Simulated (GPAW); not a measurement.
Runs of GPAW 26.7.0 on PtSe2 (Sudovikovite). Symmetry: P-3m1, No. 164, trigonal system. The conventional cell has a = 3.724 Å, b = 3.724 Å, c = 5.062 Å, α = 90.00°, β = 90.00°, γ = 120.00°. Pt (site symmetry -3m) has 6 Se at 2.49 Å as nearest neighbours. Se (site symmetry 3m) has 3 Pt at 2.49 Å as nearest neighbours. 

```tsv
task	level	potentials or basis	spin	cell	optimizer	fmax	max steps	band path	band points	gap on the mesh (eV)	pressure (GPa)	relaxed volume (Å³/atom)	largest force (eV/Å)
relaxation of cell and atoms	revPBE+D4	the program's PAW data sets (release 1.2.1) made for this functional, pw	off	relaxed	LBFGS	0.02 eV/Å	40	-	-	none	0.0	19.38	0.01
band structure	SOGGA	PAW data sets generated in the run's folder for this functional, pw	SOC, no magnetisation	as given	-	-	-	GMKGALHA,LM,KH	80	-	(b)	-	0.35
relaxation of cell and atoms	r2SCAN+D3(BJ)	GPAW PAW data sets (gpaw-data 1.2.1), pw	off	relaxed	BFGS	0.02 eV/Å	100	-	-	none	0.1	20.88	0.01
relaxation of cell and atoms	BLYP+D3(BJ)	PAW data sets generated in the run's folder for this functional, pw	off	relaxed	LBFGS	0.02 eV/Å	100	-	-	none	0.1	(a)	0.01
band structure	PBEint	PAW data sets generated in the run's folder for this functional, pw	SOC, no magnetisation	as given	-	-	-	GMKGALHA,LM,KH	80	-	3.2	-	0.38
```

Alike in all rows: k mesh 6 × 6 × 4; cutoff (eV) 600; smearing fermi-dirac 0.05 eV.

Fill in the values left out.

(a) 20.02; (b) 2.0.

Caveats: later steps reuse the first step's grids (some runs); pairwise dispersion overbinds metals, which lowers pressure and volume (some runs); spin-orbit coupling was added after a scalar SCF, so levels and gaps hold it while energy, forces, pressure and moments don't (some runs); this program's spin-orbit splittings come out too wide for heavy elements (some runs); the PAW data sets were made with another functional, which shifts forces and pressure a little (some runs).

A k mesh can miss the band edges, and rows without SOC leave out spin-orbit coupling on Pt, Se.

A gap of «none» marks a metal or a gap under the smearing width.

Runs at the PBE level aren't shown here.
